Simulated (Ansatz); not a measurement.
# AlP: from a migration barrier to a jump rate

All numbers below come from Ansatz 0.2.0, DFT PBE, scalar-relativistic, plane waves, PAW. Cutoff 420 eV, Γ-centred 4×4×4 k-points, Gaussian smearing of 0.05 eV. No spin polarisation.

In a supercell of 16 sites an atom of Al jumps into a neighbouring Al vacancy, a = 3.89 Å from site to site in the perfect crystal, with a cell charge of -3 (uniform background, no finite-size correction; the gap has closed on this mesh at the top of the path, so the charge state is nominal there). A nudged elastic band with 3 inner images puts the highest image 1.828 eV above the start and 1.828 eV above the end. Take it as the barrier; the order of the saddle wasn't checked, and the cell is small.

Question: With an assumed attempt frequency of 10¹³ s⁻¹, how often does the jump happen, and how fast does the vacancy diffuse?

Answer: Transition-state theory gives Γ = ν exp(−E/k_BT), and one such jump direction contributes Γa²/6 to the vacancy's diffusion coefficient averaged over directions:

```csv
T (K),E/k_BT,Γ (1/s),Γa²/6 (cm²/s)
300,70.7,1.9 × 10^-18,4.8 × 10^-34
600,35.4,4.4 × 10^-3,1.1 × 10^-18
1000,21.2,6.1 × 10^3,1.5 × 10^-12
1500,14.1,7.2 × 10^6,1.8 × 10^-9
```

The rate reaches one jump a second at T = E/(k_B ln 10¹³) = 709 K. The number of equivalent jumps multiplies D if they link up through the crystal; a hop between two sites alone gives no long-range diffusion, which then waits on a higher barrier. In either case the atoms' own diffusion carries the vacancy concentration and a correlation factor besides. Rows above the melting point are formal, and so are rows where E/k_BT falls under about 3, since the theory needs rare jumps.

Question: How much does an error of 0.1 eV in the barrier matter?

Answer: It multiplies the rate by exp(0.1 eV/k_BT): 48 at 300 K and 3.2 at 1000 K, more than the usual doubt about ν at low temperature.

Cost: 1 run of about 92 core-minutes, on Arm Neoverse N1 (shared hosts).